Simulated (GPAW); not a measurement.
# Cr (Im-3m) in GPAW: reference runs

Reference runs on Cr: the cell as given and a disturbed copy.

All numbers are computed with GPAW 26.7.0; they aren't measurements. Logs are shortened: lines on timing, memory, paths and dates and some standing lists are left out, and cuts for length are marked. The log counts tension as positive stress, the text compression.

## Step 1: The structure

It takes space group Im-3m (No. 229, cubic). Conventional cell: a = 2.969 Å, b = 2.969 Å, c = 2.969 Å, α = 90.00°, β = 90.00°, γ = 90.00°. Around Cr (site symmetry m-3m) lie 8 Cr at 2.57 Å.

## Step 2: Single point, PBE, collinear spin, ferromagnetic start

Contents of run.py:

```python
from ase import Atoms
from ase.dft.bandgap import bandgap
from ase.io import write
from ase.units import Bohr, GPa
from gpaw import GPAW, PW
from gpaw.elf import elf_from_dft_calculation

atoms = Atoms(['Cr'],
              cell=[[-1.4844496776, 1.4844496776, 1.4844496776],
                    [1.4844496776, -1.4844496776, 1.4844496776],
                    [1.4844496776, 1.4844496776, -1.4844496776]],
              scaled_positions=[[0.0, 0.0, 0.0]],
              pbc=True)
atoms.set_initial_magnetic_moments([3.0])

calc = GPAW(mode=PW(600),
            xc='PBE',
            kpts={'size': (12, 12, 12), 'gamma': True},
            occupations={'name': 'fermi-dirac', 'width': 0.05},
            nbands=11,
            convergence={'density': 1e-05, 'energy': 1e-05},
            maxiter=150,
            txt='gpaw.txt')
atoms.calc = calc
energy = atoms.get_potential_energy()
forces = atoms.get_forces()
stress = atoms.get_stress()
calc.write('gs.gpw')
write('result.traj', atoms)
print(f'Energy: {energy:.6f} eV')
print('Forces (eV/A):')
print(forces.round(4))
print('Stress (GPa):', (stress / GPa).round(3))
print('Moments:', calc.get_magnetic_moments().round(3))
print('Fermi level:', round(calc.get_fermi_level(), 4), 'eV')
print(f'Gap: {bandgap(calc)[0]:.4f} eV, direct: {bandgap(calc, direct=True)[0]:.4f} eV')

# fields on the real-space grid
write('density.cube', atoms, data=calc.get_pseudo_density() * Bohr**3)
write('potential.cube', atoms, data=calc.get_electrostatic_potential())
write('spin.cube', atoms, data=(calc.get_pseudo_density(spin=0) - calc.get_pseudo_density(spin=1)) * Bohr**3)
write('elf.cube', atoms, data=elf_from_dft_calculation(calc).data)
```

Potentials or basis: GPAW PAW data sets (gpaw-data 1.2.1), pw.

Command:

```console
$ OMP_NUM_THREADS=1 python run.py
```

gpaw.txt:

```text
__  _  _
 | _ |_)|_||  |
 |__||  | ||/\| - 26.7.0

Input parameters:
  mode=PW(ecut=600.0),
  convergence={'density': 1e-05, 'energy': 1e-05},
  kpts=MonkhorstPack(size=(12, 12, 12), gamma=True),
  maxiter=150,
  nbands=11,
  occupations=Occupations(name='fermi-dirac', width=0.05),
  xc=XC(name='PBE')

Diagonalizing LCAO Hamiltonian
Converting LCAO to pw mode

       Cr

Atoms  # Å, Bohr magnetons
|   | symbol |        x |        y |        z |    initial magnetic moments |
|---|--------|----------|----------|----------|-----------------------------|
| 0 |     Cr | 0.000000 | 0.000000 | 0.000000 | ( 0.0000,  0.0000,  3.0000) |

Unit cell  # Å
| periodic |         x |         y |         z |  lengths |     angles |
|----------|-----------|-----------|-----------|----------|------------|
|      yes | -1.484450 |  1.484450 |  1.484450 | 2.571142 | 109.471221 |
|      yes |  1.484450 | -1.484450 |  1.484450 | 2.571142 | 109.471221 |
|      yes |  1.484450 |  1.484450 | -1.484450 | 2.571142 | 109.471221 |

Number of symmetries: 48
Symmetry operations  # r_c * U_cc + t_c -> r_c
|    | kind |            matrix            |
|----|------|------------------------------|
|  0 |  σ   |  1, 1, 1,  0, 0,-1,  0,-1, 0 |
|  1 |  C4  |  1, 1, 1,  0, 0,-1, -1, 0, 0 |
|  2 |  C2  |  1, 1, 1,  0,-1, 0,  0, 0,-1 |
|  3 |  S6  |  1, 1, 1,  0,-1, 0, -1, 0, 0 |
|  4 |  S6  |  1, 1, 1, -1, 0, 0,  0, 0,-1 |
|  5 |  C4  |  1, 1, 1, -1, 0, 0,  0,-1, 0 |
|  6 |  E   |  1, 0, 0,  0, 1, 0,  0, 0, 1 |
|  7 |  σ   |  1, 0, 0,  0, 1, 0, -1,-1,-1 |
|  8 |  σ   |  1, 0, 0,  0, 0, 1,  0, 1, 0 |
|  9 |  C3  |  1, 0, 0,  0, 0, 1, -1,-1,-1 |
| 10 |  C3  |  1, 0, 0, -1,-1,-1,  0, 1, 0 |
| 11 |  σ   |  1, 0, 0, -1,-1,-1,  0, 0, 1 |
| 12 |  σ   |  0, 1, 0,  1, 0, 0,  0, 0, 1 |
| 13 |  C2  |  0, 1, 0,  1, 0, 0, -1,-1,-1 |
| 14 |  C3  |  0, 1, 0,  0, 0, 1,  1, 0, 0 |
| 15 |  S4  |  0, 1, 0,  0, 0, 1, -1,-1,-1 |
| 16 |  S4  |  0, 1, 0, -1,-1,-1,  1, 0, 0 |
| 17 |  C3  |  0, 1, 0, -1,-1,-1,  0, 0, 1 |
| 18 |  C3  |  0, 0, 1,  1, 0, 0,  0, 1, 0 |
| 19 |  S4  |  0, 0, 1,  1, 0, 0, -1,-1,-1 |
| 20 |  σ   |  0, 0, 1,  0, 1, 0,  1, 0, 0 |
| 21 |  C3  |  0, 0, 1,  0, 1, 0, -1,-1,-1 |
| 22 |  C2  |  0, 0, 1, -1,-1,-1,  1, 0, 0 |
| 23 |  S4  |  0, 0, 1, -1,-1,-1,  0, 1, 0 |
| 24 |  C4  |  0, 0,-1,  1, 1, 1,  0,-1, 0 |
| 25 |  σ   |  0, 0,-1,  1, 1, 1, -1, 0, 0 |
| 26 |  S6  |  0, 0,-1,  0,-1, 0,  1, 1, 1 |
| 27 |  C2  |  0, 0,-1,  0,-1, 0, -1, 0, 0 |
| 28 |  C4  |  0, 0,-1, -1, 0, 0,  1, 1, 1 |
| 29 |  S6  |  0, 0,-1, -1, 0, 0,  0,-1, 0 |
| 30 |  S6  |  0,-1, 0,  1, 1, 1,  0, 0,-1 |
| 31 |  C4  |  0,-1, 0,  1, 1, 1, -1, 0, 0 |
| 32 |  C4  |  0,-1, 0,  0, 0,-1,  1, 1, 1 |
| 33 |  S6  |  0,-1, 0,  0, 0,-1, -1, 0, 0 |
| 34 |  σ   |  0,-1, 0, -1, 0, 0,  1, 1, 1 |
| 35 |  C2  |  0,-1, 0, -1, 0, 0,  0, 0,-1 |
| 36 |  C2  | -1, 0, 0,  1, 1, 1,  0, 0,-1 |
| 37 |  S6  | -1, 0, 0,  1, 1, 1,  0,-1, 0 |
| 38 |  S6  | -1, 0, 0,  0, 0,-1,  1, 1, 1 |
| 39 |  C2  | -1, 0, 0,  0, 0,-1,  0,-1, 0 |
| 40 |  C2  | -1, 0, 0,  0,-1, 0,  1, 1, 1 |
| 41 |  i   | -1, 0, 0,  0,-1, 0,  0, 0,-1 |
| 42 |  S4  | -1,-1,-1,  1, 0, 0,  0, 1, 0 |
| 43 |  C3  | -1,-1,-1,  1, 0, 0,  0, 0, 1 |
| 44 |  C3  | -1,-1,-1,  0, 1, 0,  1, 0, 0 |
| 45 |  σ   | -1,-1,-1,  0, 1, 0,  0, 0, 1 |
| 46 |  S4  | -1,-1,-1,  0, 0, 1,  1, 0, 0 |
| 47 |  C2  | -1,-1,-1,  0, 0, 1,  0, 1, 0 |

BZ-sampling:
  Number of BZ points: 1728
  Number of IBZ points: 72

  Monkhorst-Pack size: [12, 12, 12]
  Monkhorst-Pack shift: [0.041666666666666664, 0.041666666666666664, 0.041666666666666664]

K-points  # in reciprocal-cell coordinates
|     |                                coordinates |     weight |
|-----|--------------------------------------------|------------|
|   0 | ( -0.00000000,  -0.00000000,  -0.00000000) | 0.00057870 |
|   1 | (  0.08333333,  -0.00000000,  -0.00000000) | 0.00694444 |
|   2 | (  0.08333333,   0.08333333,  -0.08333333) | 0.00347222 |
|   3 | (  0.16666667,  -0.00000000,  -0.08333333) | 0.01388889 |
|   4 | (  0.16666667,  -0.00000000,  -0.00000000) | 0.00694444 |
|   5 | (  0.16666667,   0.08333333,  -0.08333333) | 0.01388889 |
|   6 | (  0.16666667,   0.16666667,  -0.16666667) | 0.00347222 |
|   7 | (  0.25000000,  -0.08333333,  -0.08333333) | 0.00462963 |
|   8 | (  0.25000000,  -0.00000000,  -0.08333333) | 0.02777778 |
|   9 | (  0.25000000,  -0.00000000,  -0.00000000) | 0.00694444 |
| ... |                                            |            |
|  71 | (  0.50000000,   0.50000000,   0.50000000) | 0.00057870 |

Plane wave coefficients: 466
Cutoff: 600.0 eV

Spin-components: 2 (collinear spins)
Bands:           11
Projectors:      6
Spin-degeneracy: 1
Datatype:        complex128

Density:
  Valence electrons: 6.0
  Components: 2
  Grid points: [15 15 15]
  Charge: 0.0  # |e|

Potential:
  Grid points: [15 15 15]

species:
  Cr:
    name:    Chromium
    Z:       24.0
    valence: 6
    core:    18
    charge:  0.0  # [|e|]
    compensation charges:
      type: gauss
      rc: 0.35  # [Å]
      lmax: 2
    cutoffs:
      filter: 2.14  # [Å]
      core: 3.04  # [Å]
    projectors
    | kind |    occ | energy [eV] | rcut [Å] |
    |------|--------|-------------|----------|
    |   4s |  1.000 |      -4.007 |    1.164 |
    |   4p |  0.000 |      -0.989 |    1.217 |
    |   3d |  5.000 |      -2.913 |    1.111 |
    |    s |        |      23.205 |    1.164 |
    |    p |        |      26.223 |    1.217 |
    |    d |        |      24.299 |    1.111 |

    Using partial waves for Cr as LCAO basis

Reference energy: -28582.377450  # eV

eigensolver:
  PPCG
  Converge bands: occupied
  niter=2

density mixing:
  MSR1-Mixer
  Pratt-step length: 0.05
  Maximum mixing coefficient: 0.75
  Old densities: 10
  SVD Regularization: 0.005
  Good broyden scale: 1.0
  Trust region scale: 1.0
  Backstep threshold: 4.0
  History deletion threshold: 6.0
  Fourier metric: weight=20.0, sigma=0.015

occupation numbers:
  Fermi-Dirac:
    width: 0.0500  # eV

poisson solver:
  ecut: 4800.0  # eV

xc functional:
[... 7 lines left out ...]

SCF iterations
|iter     | |      energy | eigst |  dens |  magmom |
|---------|-|-------------|-------|-------|---------|
|iter:   1| |   -8.359640 | -0.22 |       |  +2.9978|
|iter:   2| |   -8.391463 | -2.00 | -0.46 |  +2.9162|
|iter:   3| |   -9.086488 | -1.87 | -0.48 |  +1.2561|
|iter:   4| |   -9.225024 | -1.66 | -0.73 |  -0.1639|
|iter:   5| |   -9.234809 | -2.50 | -1.16 |  -0.1921|
|iter:   6| |   -9.241309 | -2.81 | -1.42 |  +0.2713|
|iter:   7| |   -9.250849 | -2.94 | -1.35 |  -0.0306|
|iter:   8| |   -9.250896 | -4.56 | -2.19 |  +0.0020|
|iter:   9| |   -9.250949 | -4.94 | -2.72 |  -0.0047|
|iter:  10| |   -9.250951c| -6.40 | -3.15 |  +0.0016|
|iter:  11| |   -9.250953c| -7.15 | -3.56 |  -0.0003|
|iter:  12| |   -9.250953c| -8.28c| -4.35 |  +0.0000|
|iter:  13| |   -9.250953c| -8.47c| -5.16c|  -0.0000|

Converged in 13 steps
Energy contributions relative to reference atoms: (reference = -28582.377450)

Energy contributions:
  Kinetic:         -24.967418
  Coulomb:          17.361685
  Zero:              0.190300
  External:          0.000000
  Xc:               -1.832789
  Entropy:          -0.005462
  Spinorbit:         0.000000
  ----------------------------
  Free energy:      -9.253684
  Extrapolated:     -9.250953

dipole moment: (-3.671565, -3.671565, -3.671565)  # |e|*Ang

Total magnetic moment: (0.000000, 0.000000, -0.000002)

Local magnetic moments
|        x |        y |        z |
|----------|----------|----------|
| 0.000000 | 0.000000 | 0.000003 |  # Cr   0

Fermi level: 9.512
Eigenvalues  # (at kpt = [-0.000, -0.000, -0.000])
| band index |      eig [eV] | occ [0-1] |      eig [eV] | occ [0-1] |
|------------|---------------|-----------|---------------|-----------|
|          0 |         2.231 |     1.000 |         2.231 |     1.000 |
|          1 |         8.782 |     1.000 |         8.782 |     1.000 |
|          2 |         8.782 |     1.000 |         8.782 |     1.000 |
|          3 |         8.782 |     1.000 |         8.782 |     1.000 |
|          4 |        10.490 |     0.000 |        10.490 |     0.000 |
|          5 |        10.490 |     0.000 |        10.490 |     0.000 |
|          6 |        19.548 |     0.000 |        19.548 |     0.000 |
|          7 |        19.548 |     0.000 |        19.548 |     0.000 |
|          8 |        19.548 |     0.000 |        19.548 |     0.000 |
|          9 |        27.571 |     0.000 |        27.571 |     0.000 |
|         10 |        31.513 |     0.000 |        31.513 |     0.000 |

No gap
No difference between direct/indirect transitions

Forces  # eV/Ang
|        x |       y |       z |
|----------|---------|---------|
| -0.00000 | 0.00000 | 0.00000 |  # Cr   0

Stress tensor  # eV/Ang^3
|        x |         y |         z |
|----------|-----------|-----------|
| 0.158804 |  0.000000 |  0.000000 |
| 0.000000 |  0.158804 | -0.000000 |
| 0.000000 | -0.000000 |  0.158804 |

# Writing to gs.gpw (mode='')
```

stdout:

```text
Energy: -9.250953 eV
Forces (eV/A):
[[-0.  0.  0.]]
Stress (GPa): [25.443 25.443 25.443 -0.     0.     0.   ]
Moments: [0.]
Fermi level: 9.5123 eV
Gap: 0.0000 eV, direct: 0.0000 eV
```

Run time: 24 s. Hardware: 1 thread of AMD EPYC 7R43 (Zen 3), shared host; peak memory 0.14 GiB.

Results:

* Free energy: -9.2537 eV
* Pressure: -25.4 GPa
* Band gap on the k mesh: none (metal or under the smearing width)
* Net moment: 0.00 μB per cell

Caveat: the starting moments collapsed, and a magnetic state may lie lower; so large a pressure means that the cell lies far from this level's equilibrium, or that cutoff or potentials fall short.

## Step 3: Single point, PBE, collinear spin, ferromagnetic start (cell strained at random at fixed volume)

Contents of run.py:

```python
from ase.dft.bandgap import bandgap
from ase.io import read, write
from ase.units import GPa
from gpaw import GPAW, PW

atoms = read('Cr.xyz')
atoms.set_initial_magnetic_moments([3.0])

calc = GPAW(mode=PW(600),
            xc='PBE',
            kpts={'size': (12, 12, 12), 'gamma': True},
            occupations={'name': 'fermi-dirac', 'width': 0.05},
            nbands=11,
            convergence={'density': 1e-05, 'energy': 1e-05},
            maxiter=150,
            txt='gpaw.txt')
atoms.calc = calc
energy = atoms.get_potential_energy()
forces = atoms.get_forces()
stress = atoms.get_stress()
calc.write('gs.gpw')
write('result.traj', atoms)
print(f'Energy: {energy:.6f} eV')
print('Forces (eV/A):')
print(forces.round(4))
print('Stress (GPa):', (stress / GPa).round(3))
print('Moments:', calc.get_magnetic_moments().round(3))
print('Fermi level:', round(calc.get_fermi_level(), 4), 'eV')
print(f'Gap: {bandgap(calc)[0]:.4f} eV, direct: {bandgap(calc, direct=True)[0]:.4f} eV')
```

Contents of Cr.xyz:

```xyz
1
Lattice="-1.4806240000 1.4726660000 1.4227520000 1.5490710000 -1.4964210000 1.5149530000 1.4669230000 1.4827200000 -1.4465060000" Properties=species:S:1:pos:R:3 pbc="T T T"
Cr    -0.0514308647     -0.0175004899      0.0355174334
```

Potentials or basis: GPAW PAW data sets (gpaw-data 1.2.1), pw.

Command:

```console
$ OMP_NUM_THREADS=1 python run.py
```

gpaw.txt:

```text
__  _  _
 | _ |_)|_||  |
 |__||  | ||/\| - 26.7.0

Input parameters:
  mode=PW(ecut=600.0),
  convergence={'density': 1e-05, 'energy': 1e-05},
  kpts=MonkhorstPack(size=(12, 12, 12), gamma=True),
  maxiter=150,
  nbands=11,
  occupations=Occupations(name='fermi-dirac', width=0.05),
  xc=XC(name='PBE')

Diagonalizing LCAO Hamiltonian
Converting LCAO to pw mode

       Cr

Atoms  # Å, Bohr magnetons
|   | symbol |         x |         y |        z |    initial magnetic moments |
|---|--------|-----------|-----------|----------|-----------------------------|
| 0 |     Cr | -0.051431 | -0.017500 | 0.035517 | ( 0.0000,  0.0000,  3.0000) |

Unit cell  # Å
| periodic |         x |         y |         z |  lengths |     angles |
|----------|-----------|-----------|-----------|----------|------------|
|      yes | -1.480624 |  1.472666 |  1.422752 | 2.526898 | 108.653597 |
|      yes |  1.549071 | -1.496421 |  1.514953 | 2.633245 | 108.606203 |
|      yes |  1.466923 |  1.482720 | -1.446506 | 2.538248 | 110.607207 |

Number of symmetries: 1
Symmetry operations  # r_c * U_cc + t_c -> r_c
|   | kind |            matrix            |
|---|------|------------------------------|
| 0 |  E   |  1, 0, 0,  0, 1, 0,  0, 0, 1 |

BZ-sampling:
  Number of BZ points: 1728
  Number of IBZ points: 868

  Monkhorst-Pack size: [12, 12, 12]
  Monkhorst-Pack shift: [0.041666666666666664, 0.041666666666666664, 0.041666666666666664]

K-points  # in reciprocal-cell coordinates
[... 104 lines left out ...]
|iter:   8| |   -9.241606 | -4.76 | -2.45 |  +0.0004|
|iter:   9| |   -9.241662 | -4.99 | -2.72 |  -0.0046|
|iter:  10| |   -9.241668 | -5.97 | -3.05 |  +0.0016|
|iter:  11| |   -9.241669c| -6.99 | -3.61 |  -0.0002|
|iter:  12| |   -9.241669c| -7.60c| -4.14 |  +0.0001|
|iter:  13| |   -9.241669c| -7.63c| -4.61 |  +0.0000|
|iter:  14| |   -9.241669c| -8.34c| -5.27c|  +0.0000|

Converged in 14 steps
Energy contributions relative to reference atoms: (reference = -28582.377450)

Energy contributions:
  Kinetic:         -24.866536
  Coulomb:          17.274050
  Zero:              0.190478
  External:          0.000000
  Xc:               -1.836875
  Entropy:          -0.005575
  Spinorbit:         0.000000
  ----------------------------
  Free energy:      -9.244457
  Extrapolated:     -9.241669

dipole moment: (10.811949, -3.781529, -3.137904)  # |e|*Ang

Total magnetic moment: (0.000000, 0.000000, 0.000002)

Local magnetic moments
|        x |        y |        z |
|----------|----------|----------|
| 0.000000 | 0.000000 | 0.000000 |  # Cr   0

Fermi level: 9.506
Eigenvalues  # (at kpt = [-0.000, -0.000, -0.000])
| band index |      eig [eV] | occ [0-1] |      eig [eV] | occ [0-1] |
|------------|---------------|-----------|---------------|-----------|
|          0 |         2.234 |     1.000 |         2.234 |     1.000 |
|          1 |         8.541 |     1.000 |         8.541 |     1.000 |
|          2 |         8.704 |     1.000 |         8.704 |     1.000 |
|          3 |         9.047 |     1.000 |         9.047 |     1.000 |
|          4 |        10.424 |     0.000 |        10.424 |     0.000 |
|          5 |        10.580 |     0.000 |        10.580 |     0.000 |
|          6 |        19.524 |     0.000 |        19.524 |     0.000 |
|          7 |        19.538 |     0.000 |        19.538 |     0.000 |
|          8 |        19.544 |     0.000 |        19.544 |     0.000 |
|          9 |        27.555 |     0.000 |        27.555 |     0.000 |
|         10 |        30.783 |     0.000 |        30.782 |     0.000 |

No gap
No difference between direct/indirect transitions

Forces  # eV/Ang
|        x |        y |        z |
|----------|----------|----------|
| -0.00000 | -0.00000 | -0.00000 |  # Cr   0

Stress tensor  # eV/Ang^3
|         x |         y |         z |
|-----------|-----------|-----------|
|  0.180392 | -0.001833 |  0.015836 |
| -0.001833 |  0.150570 | -0.005805 |
|  0.015836 | -0.005805 |  0.139933 |

# Writing to gs.gpw (mode='')
```

stdout:

```text
Energy: -9.241669 eV
Forces (eV/A):
[[-0. -0. -0.]]
Stress (GPa): [28.902 24.124 22.42  -0.93   2.537 -0.294]
Moments: [0.]
Fermi level: 9.5064 eV
Gap: 0.0000 eV, direct: 0.0000 eV
```

Wall time 2.1 min (1 thread of Intel Xeon 6975P-C (Granite Rapids), shared host); peak memory 0.35 GiB.

What came out:

```
Free energy            : -9.2445 eV
Pressure               : -25.1 GPa
Band gap on the k mesh : none (metal or under the smearing width)
Net moment             : 0.00 μB per cell
```

Levels at points of the mesh, in eV from the Fermi level:
Spin up:
```csv
k point,band 1,band 2,band 3,band 4,band 5,band 6,band 7
"(0.00, 0.00, 0.00)",-7.27,-0.97,-0.80,-0.46,0.92,1.07,10.02
"(0.00, 0.00, 0.50)",-3.73,-1.91,0.86,0.96,1.19,2.37,8.55
"(0.00, 0.50, 0.00)",-3.76,-2.04,0.56,1.02,1.39,2.24,8.08
"(0.00, 0.50, 0.50)",-3.75,-2.15,0.96,1.11,1.34,2.33,8.56
"(0.50, 0.00, 0.00)",-3.74,-2.11,1.04,1.24,1.25,2.42,8.86
"(0.50, 0.00, 0.50)",-3.73,-1.88,0.78,1.11,1.33,2.49,8.96
"(0.50, 0.50, 0.00)",-3.73,-1.93,0.82,0.89,1.23,2.31,8.39
"(0.50, 0.50, 0.50)",-3.54,-3.48,1.81,2.07,2.25,8.63,9.06
```
Spin down:
```
           k point  band 1  band 2  band 3  band 4  band 5  band 6  band 7
(0.00, 0.00, 0.00)   -7.27   -0.97   -0.80   -0.46    0.92    1.07   10.02
(0.00, 0.00, 0.50)   -3.73   -1.91    0.86    0.96    1.19    2.37    8.55
(0.00, 0.50, 0.00)   -3.76   -2.04    0.56    1.02    1.39    2.24    8.08
(0.00, 0.50, 0.50)   -3.75   -2.15    0.96    1.11    1.34    2.33    8.56
(0.50, 0.00, 0.00)   -3.74   -2.11    1.04    1.24    1.25    2.42    8.86
(0.50, 0.00, 0.50)   -3.73   -1.88    0.78    1.11    1.33    2.49    8.96
(0.50, 0.50, 0.00)   -3.73   -1.93    0.82    0.89    1.23    2.31    8.39
(0.50, 0.50, 0.50)   -3.54   -3.48    1.81    2.07    2.25    8.63    9.06
```

Caveat: the starting moments collapsed, and a magnetic state may lie lower.
